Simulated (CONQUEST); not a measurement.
# Sb in CONQUEST: convergence with k mesh

Sb, a slab with vacuum:

```
Sb
1.0
     3.16000    0.00000    0.00000
     0.00000    3.16000    0.00000
     0.00000    0.00000   24.48000
Sb
4
Direct
  0.00000 0.00000 0.69363
  0.00000 0.00000 0.56454
  0.00000 0.00000 0.43546
  0.00000 0.00000 0.30637
```

The slab is cut from a database's or a generator's crystal, which needn't be the stable form of the element.

| Item | Value |
| --- | --- |
| Program | CONQUEST 1.3 |
| Task | convergence study |
| Functional | PBE |
| Potentials or basis | PseudoDojo NC PBE, DZP, grid cutoff 120 Ha |
| k mesh | 1 × 1 × 1 |
| Occupations | fermi-dirac, width 0.05 eV |
| Spin | no spin polarisation |

These are the settings of the first run; the series varies k mesh, with any setting tied to it.

Hardware: 1 thread of AMD EPYC 7B13 (Zen 3) (shared host).

```
     k mesh  energy less the tightest run, at zero smearing (meV/atom)  largest force (eV/Å)  gap on the mesh (eV)  SCF cycles  CPU time (s)  peak memory (GiB)
  1 × 1 × 1                                                    2893.16                 3.273                 0.246         100           150               0.82
  2 × 2 × 1                                                   -1478.86                 0.233                 0.000          19            48               0.82
  3 × 3 × 1                                                     150.34                 1.089                 0.000          85           140               0.82
  4 × 4 × 1                                                     325.72                 1.016                 0.000          31            72               0.82
  5 × 5 × 1                                                      46.78                 0.411                 0.000          28            67               0.82
  6 × 6 × 1                                                     -53.04                 0.433                 0.000          44           110               0.82
  7 × 7 × 1                                                     -28.03                 0.567                 0.000          39           110               0.82
  8 × 8 × 1                                                       5.77                 0.580                 0.000          29            86               0.82
10 × 10 × 1                                                      -6.62                 0.491                 0.000          13            59               0.82
12 × 12 × 1                                                       0.00                 0.430                 0.000          14            69               0.82
```

Against the tightest run, the gap on the mesh stays within 0.01 eV from 2 × 2 × 1 on. Not settled before the last step: the energy (to 1 meV/atom), the largest force (to 0.005 eV/Å). Meshes of other sizes hit other points, so gaps and Fermi surfaces needn't settle smoothly. The tightest run that finished is the yardstick and may itself not be fully converged.

Caveat, for the tightest run too: the basis of atomic orbitals isn't converged, which shifts pressures, moduli and gaps. The run has no spin-orbit coupling, so splittings on Sb are missing.
